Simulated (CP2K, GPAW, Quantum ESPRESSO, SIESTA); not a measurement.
**CP2K runs on wurtzite SiC, size series (200 atoms)**

Wanted: CP2K inputs and outputs for wurtzite SiC, size series (200 atoms), checked against a plane-wave reference.

Program: CP2K 2026.2. Level of theory: the method is named at each step. Results are calculated unless marked as measured.

## Step 1: Set-up

The cell holds 200 atoms: 100 Si and 100 C. Its edges and angles: a = 15.380 Å, b = 15.380 Å, c = 10.096 Å, α = 90.0°, β = 90.0°, γ = 120.0°. It derives from SiC (wurtzite), repeated 5×5×2. Wurtzite SiC (a = 3.076 Å, c = 5.048 Å), 5 x 5 x 2 conventional cells; every coordinate displaced by a Gaussian of 0.08 Å. Then every atom was moved at random, 0.03 Å r.m.s. a Cartesian component.

The yardstick, on the same geometry:

| Item | Value |
| --- | --- |
| method | Kohn-Sham DFT, PBE, SSSP efficiency 1.3.0 pseudopotentials, plane waves (Quantum ESPRESSO 7.5); sssp-pbe-1.3.0-efficiency, cutoffs 45/360 Ry, Γ point |
| r.m.s. force component | 2.614 eV/Å |
| longest force | 11 eV/Å |
| pressure | 10.52 GPa |
| gap (highest filled to lowest empty level) | 1.468 eV |
| time | 7.2 min on 4 MPI ranks of Arm Neoverse V2, shared host |
| CPU time | 29 min |

## Step 2: PBE, DZVP-MOLOPT-SR, 450/50 Ry, OT CG

Method: Kohn-Sham DFT, PBE, GTH-PBE pseudopotentials, Gaussian and plane waves, DZVP-MOLOPT-SR-GTH, orbital transformation.

input.inp reads:

```
&GLOBAL
  PROJECT cell
  RUN_TYPE ENERGY_FORCE
  PRINT_LEVEL LOW
&END GLOBAL
&FORCE_EVAL
  METHOD QS
  STRESS_TENSOR ANALYTICAL
  &DFT
    BASIS_SET_FILE_NAME BASIS_MOLOPT
    POTENTIAL_FILE_NAME GTH_POTENTIALS
    &MGRID
      CUTOFF 450
      REL_CUTOFF 50
    &END MGRID
    &QS
      EPS_DEFAULT 1.0E-12
    &END QS
    &SCF
      SCF_GUESS ATOMIC
      EPS_SCF 1.0E-06
      MAX_SCF 30
      &OT
        MINIMIZER CG
        PRECONDITIONER FULL_ALL
        ENERGY_GAP 0.001
      &END OT
      &OUTER_SCF
        EPS_SCF 1.0E-06
        MAX_SCF 8
      &END OUTER_SCF
      &PRINT
        &RESTART OFF
        &END RESTART
      &END PRINT
    &END SCF
    &XC
      &XC_FUNCTIONAL PBE
      &END XC_FUNCTIONAL
    &END XC
    &PRINT
      &MULLIKEN ON
      &END MULLIKEN
      &HIRSHFELD ON
        SHAPE_FUNCTION DENSITY
      &END HIRSHFELD
      &MO_CUBES
        NHOMO 1
        NLUMO 4
        WRITE_CUBE F
      &END MO_CUBES
    &END PRINT
  &END DFT
  &SUBSYS
    &CELL
      A 15.38000 0.00000 0.00000
      B -7.69000 13.31947 0.00000
      C 0.00000 0.00000 10.09600
    &END CELL
    &TOPOLOGY
      COORD_FILE_NAME structure.xyz
      COORD_FILE_FORMAT XYZ
    &END TOPOLOGY
    &KIND Si
      BASIS_SET DZVP-MOLOPT-SR-GTH-q4
      POTENTIAL GTH-PBE-q4
    &END KIND
    &KIND C
      BASIS_SET DZVP-MOLOPT-SR-GTH-q4
      POTENTIAL GTH-PBE-q4
    &END KIND
  &END SUBSYS
  &PRINT
    &FORCES ON
    &END FORCES
    &STRESS_TENSOR ON
    &END STRESS_TENSOR
  &END PRINT
&END FORCE_EVAL
```

structure.xyz reads:

```xyz
200

Si 0.11689 0.02184 0.03978
C -0.04960 1.84461 0.68966
Si -0.06929 1.82570 2.58266
C 0.02776 0.01159 3.10785
Si 15.34862 0.04555 4.96824
C 0.08651 1.83795 5.68415
Si 0.05791 2.00898 7.60390
C 15.35793 0.03077 8.24722
Si -1.38259 2.68401 0.07087
C -1.37828 4.34734 0.68915
Si -1.49378 4.41287 2.55833
C 13.83562 2.63099 3.20588
Si -1.58537 2.81254 5.13896
C -1.69395 4.44764 5.62832
Si -1.67934 4.38370 7.67155
C -1.51393 2.76605 8.33082
Si 12.19557 5.43541 0.03635
C -3.30955 6.95849 0.64534
Si -3.11468 7.07490 2.72592
C 12.22487 5.32632 3.10735
Si -3.02409 5.45739 4.94754
C -2.99103 6.86259 5.76815
Si -3.21696 7.10234 7.43328
C 12.12013 5.40970 8.22551
Si -4.60254 8.05388 10.01604
C -4.40006 9.71762 0.59011
Si -4.75450 9.65142 2.60224
C -4.62154 8.10064 3.27645
Si 10.58767 7.87594 4.99389
C -4.61900 9.90156 5.79934
Si -4.56548 9.94045 7.70507
C -4.51403 8.08678 8.20865
Si 9.07343 10.70859 10.08429
C -6.21936 12.44518 0.76417
Si -6.34702 12.39563 2.68301
C -6.17469 10.69673 3.06343
Si 9.19516 10.63866 4.91504
C -6.21783 12.46436 5.71353
Si -6.17891 12.45291 7.61986
C 9.06513 10.64439 8.06428
Si 3.07892 0.02451 10.03199
C 3.10837 1.86779 0.63262
Si 3.08331 1.84701 2.55611
C 2.96288 0.03077 3.31946
Si 3.27102 0.06793 5.05123
C 3.35538 1.66027 5.75856
Si 3.21888 1.92893 7.61067
C -4.59155 13.17802 8.25055
Si 1.53454 2.62167 10.00615
C 1.63297 4.26210 0.51591
Si 1.50978 4.39343 2.60093
C 1.55507 2.73236 3.07191
Si 1.42296 2.89219 5.04750
C 1.65312 4.47787 5.75947
Si 1.50255 4.31085 7.65832
C 1.67996 2.70332 8.25308
[... 140 atom lines left out ...]
Si 6.16946 10.42209 4.97167
C 6.24636 12.48794 5.67314
Si 6.22859 12.45983 7.54979
C 6.12378 10.62028 8.24086
```

Started as:

```sh
$ OMP_NUM_THREADS=1 mpirun -np 4 cp2k.psmp -i input.inp > output.txt
```

Numbers of over 12 decimals in the logs are rounded to 6 here.

The program printed:

```text
CP2K| version string:                                       CP2K version 2026.2
 CP2K| Input file name                                                 input.inp
 GLOBAL| Basis set file name                                        BASIS_MOLOPT
 GLOBAL| Potential file name                                      GTH_POTENTIALS
 GLOBAL| Run type                                                   ENERGY_FORCE
 GLOBAL| Total number of message passing processes                             4
 GLOBAL| Number of threads for this process                                    1
 TOTAL NUMBERS AND MAXIMUM NUMBERS
  Total number of            - Atomic kinds:                                   2
                             - Atoms:                                        200
                             - Shell sets:                                   200
                             - Shells:                                      1000
                             - Primitive Cartesian functions:                900
                             - Cartesian basis functions:                   2800
                             - Spherical basis functions:                   2600
  Maximum angular momentum of- Orbital basis functions:                        2
                             - Local part of the GTH pseudopotential:          2
                             - Non-local part of the GTH pseudopotential:      2
 SCF PARAMETERS         Density guess:                                    ATOMIC
                        max_scf:                                              30
                        eps_scf:                                        1.00E-06
                        Outer loop SCF in use
                        eps_scf                                         1.00E-06
                        max_scf                                                8
 Extrapolation method: initial_guess
 Number of electrons:                                                        800
[... lines left out ...]
  Step     Update method      Time    Convergence         Total energy    Change
[... lines left out ...]
  Total energy:                                              -962.469915
[... lines left out ...]
  Precond_solver : DEFAULT
  Line search    : 2PNT                : 2 energies, one gradient
  stepsize       :    0.15000000                  energy_gap     :    0.00100000
  eps_taylor     :   0.10000E-15                  max_taylor     :             4
  ----------------------------------- OT ---------------------------------------
  Step     Update method      Time    Convergence         Total energy    Change
[...]
- OT LS       0.75E-01    6.1                     -962.4725961500
     5 OT CG       0.75E-01   12.5     0.00000142      -962.4725961623 -5.55E-07
     - OT LS       0.87E-01    6.1                     -962.4725962519
     6 OT CG       0.87E-01   12.6     0.00000070      -962.4725962536 -9.13E-08
  *** SCF run converged in     6 steps ***
  Electronic density on regular grids:       -800.0000000000       -0.0000000000
  Core density on regular grids:              799.9999999989       -0.0000000011
  Total charge density on r-space grids:       -0.0000000011
  Total charge density g-space grids:          -0.0000000011
  Overlap energy of the core charge distribution:               3.148e-06
  Self energy of the core charge distribution:              -2359.300035
  Core Hamiltonian energy:                                    650.049409
  Hartree energy:                                            1052.228479
  Exchange-correlation energy:                               -305.450452
  Total energy:                                              -962.472596
  outer SCF iter =    2 RMS gradient =   0.70E-06 energy =       -962.4725962536
  outer SCF loop converged in   2 iterations or   70 steps
 !-----------------------------------------------------------------------------!
                     Mulliken Population Analysis
 #  Atom  Element  Kind  Atomic population                           Net charge
       1     Si       1          3.618550                              0.381450
       2     C        2          4.421058                             -0.421058
       3     Si       1          3.550531                              0.449469
[...]
199     Si       1          3.569434                              0.430566
     200     C        2          4.426800                             -0.426800
 # Total charge                            800.000000                 -0.000000
 !-----------------------------------------------------------------------------!
 !-----------------------------------------------------------------------------!
                           Hirshfeld Charges
  #Atom  Element  Kind  Ref Charge     Population                    Net charge
      1       Si     1       4.000          3.717                         0.283
      2       C      2       4.000          4.307                        -0.307
      3       Si     1       4.000          3.669                         0.331
[...]
199       Si     1       4.000          3.677                         0.323
    200       C      2       4.000          4.314                        -0.314
  Total Charge                                                           -0.000
 !-----------------------------------------------------------------------------!
  Eigenvalues of the occupied subspace spin            1
      -0.28912254     -0.27147415     -0.26836581     -0.26718049
      -0.25893652     -0.25225900     -0.25063488     -0.24818197
      -0.24392238     -0.23618389     -0.23288635     -0.22857631
[...]
0.30806453      0.30926375      0.31603500      0.32038872
 Fermi Energy [eV] :    8.718220
  Using OT eigensolver for additional unoccupied orbitals spin            1
  Lowest Eigenvalues of the unoccupied subspace spin            1
 OT| Eigensolver reached convergence in 205 iterations
       0.37565095      0.38500410      0.38662940      0.39005079
 HOMO - LUMO gap [eV] :    1.503762
 ENERGY| Total FORCE_EVAL ( QS ) energy [hartree]           -962.472596
 FORCES| Atomic forces [hartree/bohr]
 FORCES|   Atom     x               y               z               |f|
 FORCES|      1 -7.07423200E-02  1.59409451E-02  2.95840844E-03   7.25764545E-02
 FORCES|      2  8.80287071E-02 -5.45103596E-02 -3.61193030E-03   1.03602503E-01
 FORCES|      3  3.73388985E-02 -1.24634945E-02 -1.87366690E-02   4.35958117E-02
[...]
FORCES|    199 -2.84466521E-02 -1.04948967E-02  2.91816092E-03   3.04609674E-02
 FORCES|    200 -1.52873549E-02 -3.77639454E-05 -8.59739889E-02   8.73225711E-02
 FORCES| Sum     7.52323587E-06  5.56318636E-05 -6.14501828E-06
 FORCES| Total atomic force                                       5.64735741E-05
 STRESS| Analytical stress tensor [bar]
 STRESS|                        x                   y                   z
 STRESS|      x        6.91732534591E+04  -3.36505295925E+03  -1.57880103929E+04
 STRESS|      y       -3.36505295925E+03   1.15516690854E+05  -2.41399551254E+03
 STRESS|      z       -1.57880103929E+04  -2.41399551254E+03   9.13730447824E+04
 STRESS| 1/3 Trace                                             9.20209963650E+04
```

Wall time 12 min (4 MPI ranks of Arm Neoverse V2, shared host); peak memory 4.3 GiB; 48 min of CPU time.

Banners, paths, timers and routine set-up lines are dropped from the logs unmarked, and long logs keep their key lines alone; longer cuts are marked.

Numbers from this run, and their distance from the reference:

* r.m.s. force component: 2.61 eV/Å
* r.m.s. difference of force components: 41.96 meV/Å
* longest difference of force vectors: 175.5 meV/Å
* force difference over r.m.s. force: 1.605 %
* slope of forces against the reference's: 0.9981
* correlation of force components: 0.9999
* gap (highest filled to lowest empty level): 1.504 eV
* gap difference: 0.0362 eV
* pressure: 9.202 GPa
* pressure difference: -1.322 GPa

Length of the force difference by element (eV/Å):

| element | atoms | mean | most |
| --- | --- | --- | --- |
| C | 100 | 0.062 | 0.16 |
| Si | 100 | 0.068 | 0.18 |

Local excerpt of 9 atoms (numbers count through the whole input) about Si53, which has 3 bonded neighbours where the commonest count for Si is 4; x, y, z are measured from there.

| atom | x | y | z | distance (Å) | bonds | Hirshfeld charge (e) | Fx | Fy | Fz (eV/Å) |
| --- | --- | --- | --- | --- | --- | --- | --- | --- | --- |
| Si53 | 0.00 | 0.00 | 0.00 | 0.00 | 3 | 0.32 | 2.11 | -3.64 | -1.30 |
| C54 | 0.23 | 1.59 | 0.71 | 1.75 | 4 | -0.29 | -0.95 | 1.63 | -0.78 |
| C6 | -1.34 | -1.05 | 0.64 | 1.82 | 4 | -0.29 | -1.83 | 1.21 | 0.48 |
| C52 | 0.13 | -0.16 | -1.98 | 1.99 | 4 | -0.30 | -1.01 | -1.84 | 3.05 |
| C46 | 1.93 | -1.23 | 0.71 | 2.40 | 3 | -0.33 | -5.40 | 1.02 | 2.63 |
| Si61 | -1.47 | 2.40 | -0.05 | 2.81 | 4 | 0.32 | 0.23 | 1.06 | 2.30 |
| Si51 | 0.09 | 1.50 | -2.45 | 2.87 | 4 | 0.32 | 0.89 | 1.83 | -3.58 |
| Si55 | 0.08 | 1.42 | 2.61 | 2.97 | 4 | 0.30 | 1.01 | 6.12 | -0.17 |
| Si13 | -3.01 | -0.08 | 0.09 | 3.01 | 4 | 0.30 | -0.47 | -5.14 | -2.12 |

Forces lie 1.6 % from the reference's, at 1.7 times its CPU time; the SCF took 70 steps, which the time reflects.

## Step 3: GFN1-xTB, OT DIIS

Method: GFN1-xTB tight binding (the program's own implementation), orbital transformation.

input.inp reads:

```
&GLOBAL
  PROJECT cell
  RUN_TYPE ENERGY_FORCE
  PRINT_LEVEL LOW
&END GLOBAL
&FORCE_EVAL
  METHOD QS
  STRESS_TENSOR ANALYTICAL
  &DFT
    &QS
      METHOD XTB
      &XTB
        GFN_TYPE 1
        DO_EWALD T
        CHECK_ATOMIC_CHARGES F
      &END XTB
    &END QS
    &SCF
      SCF_GUESS ATOMIC
      EPS_SCF 1.0E-06
      MAX_SCF 30
      &OT
        MINIMIZER DIIS
        PRECONDITIONER FULL_SINGLE_INVERSE
      &END OT
      &OUTER_SCF
        EPS_SCF 1.0E-06
        MAX_SCF 8
      &END OUTER_SCF
      &PRINT
        &RESTART OFF
        &END RESTART
      &END PRINT
    &END SCF
    &PRINT
      &MULLIKEN ON
      &END MULLIKEN
      &MO_CUBES
        NHOMO 1
        NLUMO 4
        WRITE_CUBE F
      &END MO_CUBES
    &END PRINT
  &END DFT
  &SUBSYS
    &CELL
      A 15.38000 0.00000 0.00000
      B -7.69000 13.31947 0.00000
      C 0.00000 0.00000 10.09600
    &END CELL
    &TOPOLOGY
      COORD_FILE_NAME structure.xyz
      COORD_FILE_FORMAT XYZ
    &END TOPOLOGY
  &END SUBSYS
  &PRINT
    &FORCES ON
    &END FORCES
    &STRESS_TENSOR ON
    &END STRESS_TENSOR
  &END PRINT
&END FORCE_EVAL
```

structure.xyz is that of step 2.

Started as:

```sh
$ OMP_NUM_THREADS=2 cp2k.psmp -i input.inp > output.txt
```

The program printed:

```text
CP2K| version string:                                       CP2K version 2026.2
 CP2K| Input file name                                                 input.inp
 GLOBAL| Basis set file name                                           BASIS_SET
 GLOBAL| Potential file name                                           POTENTIAL
[... lines left out ...]
  Step     Update method      Time    Convergence         Total energy    Change
[... lines left out ...]
  Total energy:                                              -398.872242
[... lines left out ...]
  Step     Update method      Time    Convergence         Total energy    Change
[... lines left out ...]
  *** SCF run converged in     1 steps ***
[... lines left out ...]
  Total energy:                                              -398.872242
[... lines left out ...]
  outer SCF loop converged in   2 iterations or   31 steps
[... lines left out ...]
 Fermi Energy [eV] :   12.708562
 ENERGY| Total FORCE_EVAL ( QS ) energy [hartree]           -398.872242
[... lines left out ...]
 FORCES|      1 -5.61962460E-02  2.83762242E-02 -1.23692573E-02   6.41578264E-02
 FORCES|      2  1.01172696E-01 -6.86703932E-02  2.10045154E-02   1.24067429E-01
 FORCES|      3  2.79676009E-02 -1.47911424E-02 -1.16461974E-02   3.37134766E-02
[...]
FORCES|    199 -3.19809011E-02 -1.31476905E-02 -3.41827677E-03   3.47465741E-02
 FORCES|    200 -2.35130395E-02  1.08287180E-02 -9.66184012E-02   1.00026195E-01
 FORCES| Sum     2.79984369E-15  1.39784018E-14 -6.32827124E-15
 FORCES| Total atomic force                                       1.55974952E-14
 STRESS| Analytical stress tensor [bar]
 STRESS|                        x                   y                   z
 STRESS|      x        4.45929511426E+05  -8.48426206271E+03  -3.31447146463E+04
 STRESS|      y       -8.48426206271E+03   5.22351157780E+05   2.45131693993E+03
 STRESS|      z       -3.31447146463E+04   2.45131693993E+03   2.29530131421E+04
 STRESS| 1/3 Trace                                             3.30411227449E+05
```

It took 29 s on 2 threads; peak memory 1.2 GiB; 43 s of CPU time.

Numbers from this run, and their distance from the reference:

```yaml
r_m_s_force_component: 2.746 eV/Å
r_m_s_difference_of_force_components: 703.2 meV/Å
longest_difference_of_force_vectors: 3035 meV/Å
force_difference_over_r_m_s_force: 26.9 %
slope_of_forces_against_the_reference_s: 1.015
correlation_of_force_components: 0.9668
pressure: 33.04 GPa
pressure_difference: 22.52 GPa
```

Against the first run (1.6 %), the force difference from the reference is 27 %, at 0.015 times the CPU time (on 2 against 4 cores) (31 SCF steps against 70); the model has changed, so this is no error of the program alone.

(Part 1 of 2 ends here.)

[Also dropped from logs without a mark: logging warnings of Python, and SIESTA's first energy breakdown and zero terms.]

[Logs are printed without paths, hosts, clocks, repeated set-up lines and the standing remarks that a program may print on its own settings, such as how far it seeks lower states.]

[Hosts, paths, dates, database ids (printed as entryN), source tags and the programs' standing remarks are cut or masked in the printed files.]
